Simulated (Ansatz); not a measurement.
The system is PbF2 (Fluorocronite).

```
Pb F
1.0
     0.00000    2.96366    2.96366
     2.96366    0.00000    2.96366
     2.96366    2.96366    0.00000
Pb F
1 2
Direct
  0.00000 0.00000 0.00000
  0.75000 0.75000 0.75000
  0.25000 0.25000 0.25000
```

| Property | Result |
| --- | --- |
| Program | Ansatz 0.2.0 |
| Task | relaxation of cell and atoms |
| Functional | revPBE |
| Potentials or basis | Ansatz PAW |
| Cutoff | 420 eV (not typed: the program's choice for these potentials) |
| k mesh | 8 × 8 × 8 |
| Occupations | fermi-dirac, width 0.05 eV |
| Spin | no spin polarisation |

At the start: volume 17.35 Å³/atom.

Question: How do energy, volume and symmetry change on relaxing?

Answer: It ends after 8 steps and the volume is 18.66 Å³/atom (+7.5 %); space group Fm-3m (No. 225, to 0.05 Å).

Step by step:
| step | energy change (eV) | largest force (eV/Å) | volume (Å³) |
| --- | --- | --- | --- |
| 1 | 0.0000 | 0.0000 | 52.06 |
| 2 | -0.0037 | 0.0000 | 58.53 |
| 3 | -0.0435 | 0.0000 | 55.74 |
| 4 | -0.0442 | 0.0000 | 55.53 |
| 5 | -0.0581 | 0.0000 | 55.53 |
| 6 | -0.0578 | 0.0000 | 55.92 |
| 7 | -0.0577 | 0.0000 | 55.99 |
| 8 | -0.0590 | 0.0000 | 55.99 |

Final structure:
```
Pb F
1.0
     0.00000    3.03641    3.03641
     3.03641    0.00000    3.03641
     3.03641    3.03641    0.00000
Pb F
1 2
Direct
  0.00000 0.00000 0.00000
  0.75000 0.75000 0.75000
  0.25000 0.25000 0.25000
```

Caveat: the plane-wave basis is chosen anew once the cell has moved, so the energies of steps on either side of that aren't comparable; the pressure holds a Pulay correction of +0.4 GPa for the finite cutoff; the PAW data sets come from PBE, with cores solved anew for the run's functional, which leaves a small shift of forces and pressure.
